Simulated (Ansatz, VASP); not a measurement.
## Two plane-wave programs on Ge

The input POSCAR:

```
Ge
1.0
    0.0000000000      2.8857400000      5.1156650000
    2.6304970000      0.0000000000      5.1156650000
    2.6304970000      2.8857400000      0.0000000000
Ge
4
Direct
    0.7264900000      0.2735100000      0.7264900000
    0.2735100000      0.7264900000      0.2735100000
    0.2181330000      0.2181330000      0.7818670000
    0.7818670000      0.7818670000      0.2181330000
```

The input INCAR.step1:

```
PREC     = Accurate       # precision mode
ENCUT    = 520            # plane-wave cutoff, eV
EDIFF    = 1E-5           # SCF threshold, eV
ISMEAR   = -1             # smearing method
SIGMA    = 0.05           # smearing width, eV
LREAL    = False          # projectors in reciprocal space
LASPH    = True           # aspherical terms in the spheres
NELM     = 60             # most SCF steps
ALGO     = Normal         # electronic algorithm
ISIF     = 2              # what is computed and relaxed
LWAVE    = True           # write WAVECAR
GGA      = PE             # functional
```

Contents of INCAR.step2:

```
PREC     = Accurate       # precision mode
ENCUT    = 520            # plane-wave cutoff, eV
EDIFF    = 1E-6           # SCF threshold, eV
ISMEAR   = -1             # smearing method
SIGMA    = 0.05           # smearing width, eV
LREAL    = False          # projectors in reciprocal space
LASPH    = True           # aspherical terms in the spheres
NELM     = 60             # most SCF steps
ALGO     = Normal         # electronic algorithm
ISIF     = 2              # what is computed and relaxed
LWAVE    = False          # write WAVECAR
LCHARG   = False          # write CHGCAR
GGA      = PE             # functional
LHFCALC  = True           # exact exchange
HFSCREEN = 0.2            # screening, 1/A
AEXX     = 0.05           # exact-exchange fraction
PRECFOCK = Fast         
ISTART   = 1
```

File KPOINTS:

```
Automatic mesh
0
Gamma
  4 4 4
```

input.yaml

```yaml
crystal:
  lattice:
    - [0.0, 2.88574, 5.115665]
    - [2.630497, 0.0, 5.115665]
    - [2.630497, 2.88574, 0.0]
  atoms:
    - { symbol: Ge, position: [0.72649, 0.27351, 0.72649] }
    - { symbol: Ge, position: [0.27351, 0.72649, 0.27351] }
    - { symbol: Ge, position: [0.218133, 0.218133, 0.781867] }
    - { symbol: Ge, position: [0.781867, 0.781867, 0.218133] }
hamiltonian:
  xc: { exchange: pbe, correlation: pbe, exx: { coeff: 0.05, omega: 0.2 } }
  pseudopotentials: { kind: paw }
kpoints:
  mp_grid: { grid: [4, 4, 4] }
scf:
  occupations: { method: fermi_dirac, width: 0.05 }
output:
  forces: true
  stress: true
  eigenvalues: true
```

This isn't the form of Ge at room conditions, which is diamond.

Alike in both runs: task single point; functional HSE(alpha, omega); k mesh 4 × 4 × 4; occupations fermi-dirac, width 0.05 eV; no spin polarisation.

|  | VASP | Ansatz |
| --- | --- | --- |
| version | VASP 6.6.1 | Ansatz 0.2.0 |
| potentials or method | VASP PAW PBE potentials, release 64 (Ge_d) | Ansatz PAW |
| plane-wave cutoff (eV) | 520 | 420 |
| valence electrons in the cell | 56 | 56 |

Ansatz gave:

| Quantity | Value |
| --- | --- |
| gap on the k mesh at the Fermi level (eV) | none |
| pressure (GPa) | -0.7 |
| largest component of the traceless stress (GPa) | 4.27 |
| rms of the force components (eV/Å) | 0.095 |

Q: What did VASP give for the same quantities?

A: gap on the k mesh at the Fermi level (eV): none; pressure (GPa): -0.6; largest component of the traceless stress (GPa): 4.27; rms of the force components (eV/Å): 0.094.

Atom by atom the forces differ by 0.000 eV/Å (rms over components). A gap of «none» marks a metal or a gap that the smearing closes.

Caveats: the k mesh is coarse (spacing up to 0.43 Å⁻¹), so the values aren't converged, least of all with exact exchange; the PAW data sets were made with another functional, which shifts forces and pressure a little (VASP); the PAW data sets come from PBE, with cores solved anew for the run's functional, which leaves a small shift of forces and pressure (Ansatz); the thresholds are loose for stress (Ansatz).
